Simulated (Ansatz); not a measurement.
# Si: the cost of one run

Method: DFT PBE, scalar-relativistic, plane waves, PAW, in Ansatz 0.2.0.

## (1) The starting structure

It takes space group P6_3/mmc (No. 194, hexagonal). The conventional cell has a = 3.831 Å, b = 3.831 Å, c = 6.333 Å, α = 90.00°, β = 90.00°, γ = 120.00°. Si (site symmetry 3m) is surrounded by 4 Si at 2.35 to 2.37 Å.

As a file:

```xyz
4
Lattice="3.8313 0.0000 0.0000 -1.9157 3.3180 0.0000 0.0000 0.0000 6.3326" Properties=species:S:1:pos:R:3 pbc="T T T"
Si    0.0000    2.2120    0.3990
Si    1.9157    1.1060    3.5653
Si    0.0000    2.2120    2.7673
Si    1.9157    1.1060    5.9336
```

The structure comes from the Materials Project (structure only).

(A quick probe on a coarse mesh, which set the mesh and smearing, is not shown.)

## (3) Full relaxation

The input, input.yaml:

```yaml
crystal:
  lattice:
    - [3.8313174605, 0.0, 0.0]
    - [-1.9156587303, 3.3180182508, 0.0]
    - [0.0, 0.0, 6.3326220002]
  atoms:
    - { symbol: Si, position: [0.33333333, 0.66666667, 0.0630095] }
    - { symbol: Si, position: [0.66666667, 0.33333333, 0.5630095] }
    - { symbol: Si, position: [0.33333333, 0.66666667, 0.4369905] }
    - { symbol: Si, position: [0.66666667, 0.33333333, 0.9369905] }
basis:
  ecutwfc: 420
kpoints:
  mp_grid: { grid: [12, 12, 6] }
hamiltonian:
  xc: pbe
scf:
  occupations: { method: gaussian, width: 0.02 }
output:
  forces: true
  stress: true
  eigenvalues: true
relax:
  adjacent_minimum: "off"
  f_tol: 0.005
  max_steps: 80
  cell: { stress_tol: 0.05 }
```

On the command line:

```console
ansatz run input.yaml --threads 4 --pin off --max-ram 10240MiB --backend cpu --events-out ev --progress --plain --runs-dir out
```

Q: Estimate wall time and peak memory on 4 threads of Intel Xeon 6975P-C (Granite Rapids), shared host.

About 3.2 s, with a peak of 0.47 GiB.
